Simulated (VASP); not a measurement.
The system is BaTiO3.

```
Ba Ti O
1.0
     3.99980    0.00000    0.00000
     0.00000    3.99980    0.00000
     0.00000    0.00000    4.01800
Ba Ti O
1 1 3
Direct
  0.00000 0.00000 0.00000
  0.50000 0.50000 0.49000
  0.00000 0.50000 0.51700
  0.50000 0.00000 0.51700
  0.50000 0.50000 0.01900
```

Base run:

```yaml
Program: VASP 6.6.1
Functional: PBEsol
Potentials_or_basis: VASP PAW PBE potentials, release 64 (Ba_sv, Ti_sv, O)
Cutoff: 520 eV
k_mesh: 7 × 7 × 7
Occupations: fermi-dirac, width 0.05 eV
Spin: no spin polarisation
```

Its results: band gap on the k mesh 1.82 eV, indirect (least direct gap 2.02 eV); pressure -2.0 GPa; largest force 0.323 eV/Å.

Task: The run is repeated on the same cell with these changes: functional from PBEsol to LDA; potentials or basis from VASP PAW PBE potentials, release 64 (Ba_sv, Ti_sv, O) to VASP PAW LDA potentials, release 64 (Ba_sv, Ti_sv, O). What comes out?

Result: Band gap on the k mesh 1.78 eV, indirect (least direct gap 1.97 eV); pressure -6.5 GPa; largest force 0.364 eV/Å.

Caveats: spin-orbit coupling is left out, which moves the levels of the heavy elements; the PAW data sets were made with another functional, which shifts forces and pressure a little (some runs); an odd mesh through Γ misses points on the zone boundary, where band edges often lie (some runs); the mesh misses the band edges, which the band path finds closer together (some runs).

Not every run made on this cell is shown here.
